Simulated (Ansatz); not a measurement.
# 1T-VClI bilayer (like faces together) in a perpendicular field

Wanted: the out-of-plane response of the 1T-VClI bilayer (like faces together). A positive field points along +c.

Calculated with Ansatz 0.2.0; plane-wave DFT, PBE-D3(BJ), Ansatz PAW.

**1. Set-up**

The cell holds 6 atoms: 2 I, 2 V and 2 Cl. Its edges and angles: a = 3.783 Å, b = 3.783 Å, c = 49.411 Å, α = 90.0°, β = 90.0°, γ = 120.0°. Regions: layer 1: 1T-VClI, 3 atoms (1 I, 1 V and 1 Cl); layer 2: 1T-VClI, 3 atoms (1 I, 1 V and 1 Cl). Vacuum lies along c.

**2. Relaxing the slab**

The starting cell is a guess, so the in-plane lattice and the atoms are relaxed first, with the slab cut off from its images along the normal.

The input, input.yaml:

```yaml
crystal:
  lattice:
    - [3.7825655, 0.0, 0.0]
    - [-1.89128275, 3.2757978145, 0.0]
    - [0.0, 0.0, 49.4111348609]
  atoms:
    - { symbol: I, position: [0.6666666667, 0.3333333333, 0.4067908996] }
    - { symbol: V, position: [0.0, 0.0, 0.4442748485], spin: 1.0 }
    - { symbol: Cl, position: [0.3333333333, 0.6666666667, 0.4686305525] }
    - { symbol: I, position: [0.0, 0.0, 0.5932091004] }
    - { symbol: V, position: [0.3333333333, 0.6666666667, 0.5557251515], spin: 1.0 }
    - { symbol: Cl, position: [0.6666666667, 0.3333333333, 0.5313694475] }
  periodic: [true, true, false]
magnetization:
  spin_polarized: true
kpoints:
  mp_grid: { grid: [12, 12, 1] }
hamiltonian:
  xc: pbe
  dispersion: d3bj
scf:
  occupations: { method: fermi_dirac, width: 0.05 }
  convergence: { dr2_threshold: 1.0e-09 }
relax:
  f_tol: 0.004
  max_steps: 90
  cell: {}
output:
  write_potential: true
  write_density: true
  volumetric_format: npy
```

Started as:

```sh
ansatz run input.yaml --threads 4 --pin off --max-ram 6144MiB --backend cpu --events-out ev --progress --plain --runs-dir out
```

Numbers of over 12 decimals in the logs are rounded to 6 here.

The program printed:

```text
Warning: relax.cell: scf.convergence.dr2_threshold = 1e-9 eV is looser than the 1.62571798004e-10 eV advised for a relaxation that steers and ends on the stress (1e-10 eV for each atom of the cell: 6, times the square of relax.cell.stress_2d_tol = 0.05 N/m over 19.2 Å (the atoms' height at the walk's start and 5 Å past either face), 2.603e-2 GPa, over a crystal's default 0.05). What an SCF threshold leaves in a stress goes as its square root, and in the free energy as the threshold itself, and one threshold admits the most on a small cell: [figures from the program's tests cut] Set scf.convergence.dr2_threshold to 1.62571798004e-10 eV or tighter. [rest of the remark cut]
Engine: ansatz 0.2.0, x86_64-unknown-linux-gnu
Pseudopotentials: kind: paw
Pseudopotential: I, paw, valence charge 17, recommended cutoff 420 eV (normal), I.paw.azcp
Pseudopotential: V, paw, valence charge 13, recommended cutoff 420 eV (normal), V.paw.azcp
Pseudopotential: Cl, paw, valence charge 7, recommended cutoff 420 eV (normal), Cl.paw.azcp
Functional definition: PBE
  parameter kappa = 0.804
  parameter beta = 0.066725
  exchange = pbe_x(kappa = kappa, mu = beta*pi^2/3)
  correlation = pbe_c(beta = beta)
Crystal: 6 atoms, lattice volume = 612.249 Å³
Basis set: ecut = 420 eV, 12021 PW (Γ), exchange–correlation on 54×54×720 points (8 copies of the dense FFT grid, shifted against one another)
Bands: 46, of which v1, the nominal top of the filled ones, is band 37 counted from 1 (36 counted from 0)
Symmetry: 6 space group operations
Space group: P3m1 (ITA 156), of the structure as read, at distance tolerance 8.5e-5 Å
Magnetic group: BNS 156.49 (UNI 1279), of the structure as read, at distance tolerance 8.5e-5 Å
k-points: 19 of 144 (time reversal used)
Non-local potential: I, projectors of the file, l = 0: 2, l = 1: 2, l = 2: 2, l = 3: 2
Non-local potential: V, projectors of the file, l = 0: 3, l = 1: 2, l = 2: 3, l = 3: 1
Non-local potential: Cl, projectors of the file, l = 0: 2, l = 1: 2, l = 2: 2
PAW form: soft (Blöchl's): semilocal exchange-correlation on the pseudo side does not see the compensation charge
PAW one-centre angular grid: I, 590 points (default); XC on 64 Gauss nodes
PAW one-centre angular grid: V, 590 points (default); XC on 64 Gauss nodes
PAW one-centre angular grid: Cl, 110 points (default); XC on 64 Gauss nodes
Initial density: superposition of atomic densities (neutral atoms: chi_scale 0, normalization atom)
Starting moments: Σ|m| = 2 μB on 2 of 6 sites
Initial wavefunctions: pseudopotential atomic-orbital guess
Functional: x = pbe(κ = 0.804, μ = 0.219515), c = pbe(β = 0.066725)
iter 1 solved again at ethr=2.24e-3 eV; its pass at ethr=3.10e-3 eV (dr2=1.66e0 eV) is discarded
SCF iter   1: F=—  HF=-23012.715814 eV  |F-HF|=—  |Δ(HF+E_count)|=         —  Δρ=1.23e-2 (↑1.23e-2 ↓6.10e-3)  dr2=1.67e0  dr2_m=1.87e-1  M=2.553 μB ∫|m|=2.566 μB  β_m=0.30  ethr=2.24e-3  ⟨swp⟩=1.5  Hψ=13656  notcnv=0
Mixer restart at iter 1: flushing history
preconditioner: auto → LDOS  [metal: Δε(μ)=0.009 eV  Ē_g=6.786 eV  σ=0.050 eV  W_gap=0.04  n_scr=36 (ndim 8)  ℏωp=8.8 eV  f_vac=0.730  D(μ)=13.96/eV (n_scr^D=96)]
spin=Collinear: LDOS preconditioning applied to the charge; magnetization (m = ρ↑ − ρ↓) channel mixes plain (no charge-response kernel on spin).
SCF iter   2: F=—  HF=-23013.294631 eV  |F-HF|=—  |Δ(HF+E_count)|=   5.79e-1  Δρ=9.63e-3 (↑9.63e-3 ↓5.89e-3)  dr2=5.60e-1  dr2_m=2.03e-1  M=2.874 μB ∫|m|=2.886 μB  β_m=0.60  ethr=2.24e-3  ⟨swp⟩=3.6  Hψ=2627  notcnv=0
SCF iter   3: F=—  HF=-23014.074244 eV  |F-HF|=—  |Δ(HF+E_count)|=   7.80e-1  Δρ=9.34e-3 (↑9.04e-3 ↓9.34e-3)  dr2=3.22e-2  dr2_m=4.66e-1  M=4.260 μB ∫|m|=4.272 μB  β_m=0.80  ethr=7.57e-4  ⟨swp⟩=5.2  Hψ=4085  notcnv=0
SCF iter   4: F=—  HF=-23016.141610 eV  |F-HF|=—  |Δ(HF+E_count)|=         —  Δρ=1.80e-2 (↑1.80e-2 ↓1.61e-2)  dr2=4.88e-2  dr2_m=1.63e0  M=6.000 μB ∫|m|=6.087 μB  β_m=1.00  ethr=4.36e-5  ⟨swp⟩=3.3  Hψ=4266  notcnv=0  κ⁻¹=8.6e-3(r=2)
SCF iter   5: F=—  HF=-23015.996475 eV  |F-HF|=—  |Δ(HF+E_count)|=   1.45e-1  Δρ=1.75e-2 (↑1.75e-2 ↓1.54e-2)  dr2=4.87e-1  dr2_m=1.50e0  M=6.000 μB ∫|m|=6.137 μB  β_m=0.80  ethr=6.76e-5  ⟨swp⟩=5.3  Hψ=4642  notcnv=0  defer=18
SCF iter   6: F=—  HF=-23015.898026 eV  |F-HF|=—  |Δ(HF+E_count)|=   9.84e-2  Δρ=1.62e-2 (↑1.62e-2 ↓1.25e-2)  dr2=8.64e-1  dr2_m=1.14e0  M=6.000 μB ∫|m|=6.252 μB  β_m=0.34  ethr=6.76e-5  ⟨swp⟩=5.8  Hψ=5483  notcnv=0  defer=37
SCF iter   7: F=—  HF=-23015.784629 eV  |F-HF|=—  |Δ(HF+E_count)|=   1.13e-1  Δρ=1.14e-2 (↑1.14e-2 ↓9.10e-3)  dr2=7.47e-2  dr2_m=5.83e-1  M=6.000 μB ∫|m|=6.218 μB  β_m=0.87  ethr=6.76e-5  ⟨swp⟩=5.1  Hψ=4589  notcnv=0  defer=37
SCF iter   8: F=—  HF=-23015.741964 eV  |F-HF|=—  |Δ(HF+E_count)|=   4.27e-2  Δρ=3.40e-3 (↑3.40e-3 ↓2.08e-3)  dr2=1.34e-1  dr2_m=3.41e-2  M=6.000 μB ∫|m|=6.256 μB  β_m=0.70  ethr=6.76e-5  ⟨swp⟩=4.4  Hψ=4200  notcnv=0  defer=37
SCF iter   9: F=—  HF=-23015.715259 eV  |F-HF|=—  |Δ(HF+E_count)|=   2.67e-2  Δρ=1.46e-3 (↑1.46e-3 ↓1.19e-3)  dr2=1.61e-2  dr2_m=9.04e-3  M=6.000 μB ∫|m|=6.255 μB  β_m=0.57  ethr=6.76e-5  ⟨swp⟩=4.7  Hψ=4529  notcnv=0  defer=37
SCF iter  10: F=—  HF=-23015.712107 eV  |F-HF|=—  |Δ(HF+E_count)|=   3.15e-3  Δρ=5.52e-4 (↑5.52e-4 ↓5.38e-4)  dr2=1.20e-3  dr2_m=1.60e-3  M=6.000 μB ∫|m|=6.256 μB  β_m=0.61  ethr=2.18e-5  ⟨swp⟩=3.3  Hψ=3242  notcnv=0  defer=37
SCF iter  11: F=—  HF=-23015.712096 eV  |F-HF|=—  |Δ(HF+E_count)|=   1.05e-5  Δρ=1.06e-4 (↑1.06e-4 ↓9.69e-5)  dr2=2.10e-4  dr2_m=4.75e-5  M=6.000 μB ∫|m|=6.258 μB  β_m=0.77  ethr=1.63e-6  ⟨swp⟩=3.0  Hψ=3146  notcnv=0  defer=37
SCF iter  12: F=—  HF=-23015.712139 eV  |F-HF|=—  |Δ(HF+E_count)|=   4.25e-5  Δρ=5.70e-5 (↑5.70e-5 ↓5.05e-5)  dr2=8.68e-5  dr2_m=1.35e-5  M=6.000 μB ∫|m|=6.258 μB  β_m=0.74  ethr=2.83e-7  ⟨swp⟩=2.8  Hψ=3312  notcnv=0  defer=37
SCF iter  13: F=—  HF=-23015.712125 eV  |F-HF|=—  |Δ(HF+E_count)|=   1.41e-5  Δρ=2.24e-5 (↑2.24e-5 ↓2.19e-5)  dr2=3.88e-5  dr2_m=1.53e-7  M=6.000 μB ∫|m|=6.258 μB  β_m=0.67  ethr=1.17e-7  ⟨swp⟩=2.9  Hψ=3349  notcnv=0  defer=37
SCF iter  14: F=—  HF=-23015.712116 eV  |F-HF|=—  |Δ(HF+E_count)|=   8.73e-6  Δρ=1.94e-5 (↑1.94e-5 ↓9.14e-6)  dr2=6.62e-6  dr2_m=8.55e-7  M=6.000 μB ∫|m|=6.258 μB  β_m=0.67  ethr=5.25e-8  ⟨swp⟩=3.6  Hψ=3638  notcnv=0  defer=37
SCF iter  15: F=—  HF=-23021.274478 eV  |F-HF|=—  |Δ(HF+E_count)|=         —  Δρ=6.27e-2 (↑6.27e-2 ↓5.80e-2)  dr2=1.72e-1  dr2_m=2.04e1  M=-0.000 μB ∫|m|=6.113 μB  β_m=1.00  ethr=8.94e-9  ⟨swp⟩=2.7  Hψ=2798  notcnv=0  defer=37
Mixer restart at iter 15: flushing history
[...]
relax step   6: F+E_penalty+E_count = -23015.81262989 eV  Δ(F+E_penalty+E_count) = -2.151e-4 eV  max|allowed force component| = 2.990e-3 eV/Å  Δτ_max = 0.0116 Å  P = -0.013 N/m  Ω = 631.355 Å³  energy of the carried Pulay correction = -7.115e-4 eV  fix = [c, alpha, beta]  reactions: c -0.000 N/m  (8 SCF iters, accepted)
[...]
relax step   7: F+E_penalty+E_count = -23015.81265931 eV  Δ(F+E_penalty+E_count) = -2.943e-5 eV  max|allowed force component| = 4.532e-4 eV/Å  Δτ_max = 0.0053 Å  P = -0.001 N/m  Ω = 630.999 Å³  energy of the carried Pulay correction = -6.985e-4 eV  fix = [c, alpha, beta]  reactions: c -0.000 N/m  (8 SCF iters, accepted)
[...]
relax step   8: F+E_penalty+E_count = -23015.81357681 eV  Δ(F+E_penalty+E_count) = -9.175e-4 eV  max|allowed force component| = 4.196e-3 eV/Å  Δτ_max = 0.0000 Å  P = +0.003 N/m  Ω = 630.999 Å³  fix = [c, alpha, beta]  reactions: c +0.000 N/m  stress off target by 3.41e-3 N/m on what of the cell is left free  SCF on the basis re-selected at this cell (its energy is not comparable with the rows above)  (17 SCF iters)
[...]
relax step   9: F+E_penalty+E_count = -23015.81358482 eV  Δ(F+E_penalty+E_count) = -8.013e-6 eV  max|allowed force component| = 1.987e-3 eV/Å  Δτ_max = 0.0036 Å  P = +0.020 N/m  Ω = 630.999 Å³  fix = [c, alpha, beta]  reactions: c +0.000 N/m  (8 SCF iters, accepted)
iter 1 solved again at ethr=5.51e-7 eV; its pass at ethr=3.10e-3 eV (dr2=4.08e-4 eV) is discarded
SCF iter   1: F=—  HF=-23015.813537 eV  |F-HF|=—  |Δ(HF+E_count)|=         —  Δρ=6.64e-7 (↑6.64e-7 ↓6.01e-7)  dr2=7.57e-9  dr2_m=6.78e-10  M=0.000 μB ∫|m|=6.290 μB  β_m=0.65  ethr=5.51e-7  ⟨swp⟩=5.4  Hψ=17576  notcnv=0
eigensolver tolerance schedule: the retry pair's looser diagonalisation over-reported the residual by 53833.21 of it (diagonalisation noise at an unbounded share of the residual, at the tolerance the schedule requests for it); recorded, not acted on — ethr = c·dr2/N_el stays at c = 1.0e-1
spin=Collinear: Resta preconditioning applied to the charge; magnetization (m = ρ↑ − ρ↓) channel mixes plain (no charge-response kernel on spin).
SCF iter   2: F=—  HF=-23015.813585 eV  |F-HF|=—  |Δ(HF+E_count)|=   4.80e-5  Δρ=5.86e-7 (↑5.84e-7 ↓5.86e-7)  dr2=7.49e-9  dr2_m=5.18e-10  M=0.000 μB ∫|m|=6.290 μB  β_m=0.30  ethr=1.02e-11  ⟨swp⟩=6.6  Hψ=6843  notcnv=0
SCF iter   3: F=—  HF=-23015.813585 eV  |F-HF|=—  |Δ(HF+E_count)|=   2.35e-9  Δρ=2.84e-7 (↑2.84e-7 ↓2.78e-7)  dr2=1.70e-9  dr2_m=1.16e-10  M=0.000 μB ∫|m|=6.290 μB  β_m=0.40  ethr=1.01e-11  ⟨swp⟩=2.8  Hψ=2755  notcnv=0
SCF iter   4: F=-23015.813585 eV  HF=-23015.813585 eV  |F-HF|=4.18e-10  |Δ(HF+E_count)|=  6.00e-10  Δρ=1.32e-7 (↑1.32e-7 ↓1.23e-7)  dr2=3.07e-10  dr2_m=2.36e-11  M=0.000 μB ∫|m|=6.290 μB  ethr=1.35e-12  ⟨swp⟩=14.1  Hψ=13039  notcnv=0
the starting moments were not kept: 1 of 2 ended reversed and 1 kept their direction, counting a site from 0.1 μB. The largest reversed, site 4 (counted from 0, in the order of the report's site_moments_mub), started with +1.0 μB and closes at -2.5e0 μB in its sphere. The net magnetisation is 2.5e-6 μB in size, at most 0.1 of the 2 μB that the starting moments add up to as vectors.
SCF 10 converged in 4 iterations: F = -23015.813585 eV  dr2 = 3.07e-10
relax step  10: F+E_penalty+E_count = -23015.81358482 eV  Δ(F+E_penalty+E_count) = +3.638e-10 eV  max|allowed force component| = 1.985e-3 eV/Å  Δτ_max = 0.0000 Å  P = +0.020 N/m  Ω = 630.999 Å³  fix = [c, alpha, beta]  reactions: c +0.000 N/m  stress off target by 2.03e-2 N/m on what of the cell is left free  SCF on the basis re-selected at this cell (its energy is not comparable with the rows above)  (4 SCF iters)
basis re-selected at this cell: Δ(F+E_penalty+E_count) = +3.638e-10 eV, ΔP = -0.000 N/m vs the last step (what re-selecting the basis moved, of the pressure what is left beyond the Pulay correction that the steps carried, after the strain that the cell walked since its last selection, with what the two solves' SCF thresholds leave and, on support functions, any second-order correction that the steps lacked; it is no  [...]
WARN: The output density's exchange-correlation potential varies sharply where the density is thin. Do not read a vacuum level from v_tot or v_xc, or from such a field of the output density. On a cell that repeats whose density bears no net charge and no dipole along the vacuum's axis use v_es (v_loc + v_h of the components); under efield.dipole_correction with no amplitude use v_es + v_field, which holds any externa [...]
SCF converged after 4 iterations
Magnetization: 0.0000 μB (37.0000 up, 37.0000 down)
Absolute magnetization: 6.2914 μB (∫|ρ↑−ρ↓|, with the PAW one-centre terms)
Spin contamination: 3.0378 ħ² per cell (⟨S²⟩ above its minimum at these occupations)
Per-site moments (μB) at R_I (Å): [(-0.030109, 1.150069), (2.470421, 1.043239), (0.00418121, 1.043239), (0.030252, 1.149967), (-2.471655, 1.043469), (-0.00494401, 1.043469)]
Free energy (F): -23015.813585 eV
Harris-Foulkes:  -23015.813585 eV  (|F-HF|=4.18e-10)
Internal energy: -23015.813579 eV  (E = F + TS)
E sigma→0 (E₀):  -23015.813582 eV
Entropy (-TS):   -0.000005 eV (-0.001 meV/atom)
Fermi energy:    -3.591814 eV
--- Per-component energies (eV) ---
  E_band       = -2150.781749
  E_kinetic    = 1370.348049
  E_local      = -334114.679814  (includes V_loc(G=0)·N_el)
  E_nonlocal   = -200.797773
  E_hartree    = 166429.468442
  E_xc         = -727.757564
  E_vxc        = -827.217681  (∫ρ·V_xc dr)
  E_paw        = -13186.927582  (= ΣΔE_a)
  E_vpaw       = -1237.372847  (= ΣTr[D̂ρ^β])
  E_aug_tail   = 0.000706  (compensation charges beyond the density's cutoff)
  E_ewald      = 157416.197148
  E_disp       = -1.665191  (pairwise vdW)
  E_smearing   = -0.000005  (= −TS)
  E_closure    = 0.000000  (closes the sum)
  Σ components = -23015.813585   (vs F -23015.813585, Δ=0.00e0)
--- Forces (eV/Å), atoms counted from 1 ---
  atom   1  I      0.00000000    -0.00000000    -0.00198443
  atom   2  V     -0.00000000     0.00000000     0.00148299
  atom   3  Cl    -0.00000000     0.00000000     0.00071995
  atom   4  I      0.00000000    -0.00000000     0.00192411
  atom   5  V     -0.00000000     0.00000000    -0.00080026
  atom   6  Cl     0.00000000     0.00000000    -0.00134097
  max |Σ_I F_I| component: 1.39e-6 eV/Å
--- 2D stress c σ (N/m, compression-positive) ---
        0.020320       0.000000      -0.000000
       -0.000000       0.020320      -0.000000
       -0.000000      -0.000000       0.000000
  P = ½ c Tr σ = 0.0203 N/m
--- Band table (eV; the first three rows and the last of 38) ---
  k-point 0 ↑: bands = [... 33 lower, -5.9942, -4.8613, -4.8613, -4.5233, -2.5149, -2.5149, -2.3275, -2.3275, ... 5 higher]
  k-point 1 ↑: bands = [... 33 lower, -6.0817, -4.8316, -4.7647, -4.4381, -2.7015, -2.5478, -2.3541, -2.2244, ... 5 higher]
  k-point 2 ↑: bands = [... 33 lower, -6.2983, -4.8626, -4.5847, -4.3115, -2.9411, -2.6085, -2.4333, -1.9675, ... 5 higher]
  k-point 18 ↓: bands = [... 33 lower, -7.5108, -4.5814, -4.4707, -4.1785, -3.0086, -2.3741, -1.9149, -1.8947, ... 5 higher]
  the weakly bound empty levels are not read free of the cell's end (no_gap_told)
--- Relaxed structure (8 steps of the walk, 8 accepted, 2 SCFs on fresh bases) ---
  F+E_penalty+E_count = -23015.81358482 eV   max|allowed force component| = 1.985e-3 eV/Å   (the final SCF, on the basis selected at the relaxed cell)
  cell:  # Å, volume = 630.9990 Å³
    - [3.840047, 0.0, 0]
    - [-1.920024, 3.325579, 0]
    - [0, 0, 49.4111348609]
  atoms:
    - { symbol: I, position: [0.666667, 0.333333, 0.412104] }
    - { symbol: V, position: [1.9747159714257022e-18, 0, 0.446317] }
    - { symbol: Cl, position: [0.333333, 0.666667, 0.470945] }
    - { symbol: I, position: [-5.134530956691204e-18, 0, 0.587899] }
    - { symbol: V, position: [0.333333, 0.666667, 0.553693] }
    - { symbol: Cl, position: [0.666667, 0.333333, 0.529042] }
```

Run time: 2.3 min. Hardware: 4 threads of AMD EPYC 9R45, shared host; peak memory 2 GiB.

Relaxation path:

| step | energy less that of the first step (eV) | largest force component (eV/Å) | volume (Å³) |
| --- | --- | --- | --- |
| 1 | 0.0000 | 0.6094 | 612.25 |
| 2 | -0.0835 | 0.2359 | 622.11 |
| 3 | -0.0842 | 0.2721 | 627.87 |
| 4 | -0.0981 | 0.0716 | 635.75 |
| 5 | -0.1003 | 0.0066 | 632.42 |
| 6 | -0.1005 | 0.0030 | 631.35 |
| 7 | -0.1005 | 0.0005 | 631.00 |
| 8* | -0.1015 | 0.0042 | 631.00 |
| 9 | -0.1015 | 0.0020 | 631.00 |
| 10* | -0.1015 | 0.0020 | 631.00 |

Relaxation steps marked * repeat the geometry before them on a plane-wave basis chosen anew for their cell, so energy and pressure can jump there.

Forces are held to the 6 operations that the run works with; a distortion that breaks them can't arise in this run.

| cell as run | before | after | change |
| --- | --- | --- | --- |
| a (Å) | 3.783 | 3.840 | +1.5 % |
| b (Å) | 3.783 | 3.840 | +1.5 % |

The atoms that moved most (Å, along periodic axes as changes of fractional coordinates times the final cell, across vacuum about the mean position):

| atom | dx | dy | dz | length |
| --- | --- | --- | --- | --- |
| I1 | 0.000 | 0.000 | 0.263 | 0.263 |
| I4 | 0.000 | 0.000 | -0.262 | 0.262 |
| Cl6 | 0.000 | 0.000 | -0.115 | 0.115 |
| Cl3 | 0.000 | 0.000 | 0.114 | 0.114 |
| V2 | 0.000 | 0.000 | 0.101 | 0.101 |
| V5 | 0.000 | 0.000 | -0.100 | 0.100 |

Final coordinates:

```cif
data_structure
_symmetry_space_group_name_H-M 'P 1'
_symmetry_Int_Tables_number 1
_cell_length_a 3.8400
_cell_length_b 3.8400
_cell_length_c 49.4111
_cell_angle_alpha 90.000
_cell_angle_beta 90.000
_cell_angle_gamma 120.000
_cell_volume 631.00
loop_
_atom_site_label
_atom_site_type_symbol
_atom_site_fract_x
_atom_site_fract_y
_atom_site_fract_z
_atom_site_occupancy
I1 I 0.66667 0.33333 0.41210 1
V2 V 0.00000 0.00000 0.44632 1
Cl3 Cl 0.33333 0.66667 0.47095 1
I4 I 0.00000 0.00000 0.58790 1
V5 V 0.33333 0.66667 0.55369 1
Cl6 Cl 0.66667 0.33333 0.52904 1
```

This step gave:

* site moments: -0.03011, 2.470, 0.004181, 0.03025, -2.472, -0.004944 μB

Site moment by atom:

| atom | site moment (μB) |
| --- | --- |
| I1 | -0.03 |
| V2 | 2.47 |
| Cl3 | 0.00 |
| I4 | 0.03 |
| V5 | -2.47 |
| Cl6 | 0.00 |

The lattice constant a goes from 3.783 to 3.840 Å.

(Part 1 of 3 ends here.)

[Logs are printed without paths, hosts, clocks, repeated set-up lines and the standing remarks that a program may print on its own settings, such as how far it seeks lower states.]

[Hosts, paths, dates, database ids (printed as entryN), source tags and the programs' standing remarks are cut or masked in the printed files.]

[Maps of the electrostatic potential energy from Ansatz leave out the sawtooth potential of an applied field or a dipole correction, so their vacuum need not be flat; planar profiles and work functions include it.]
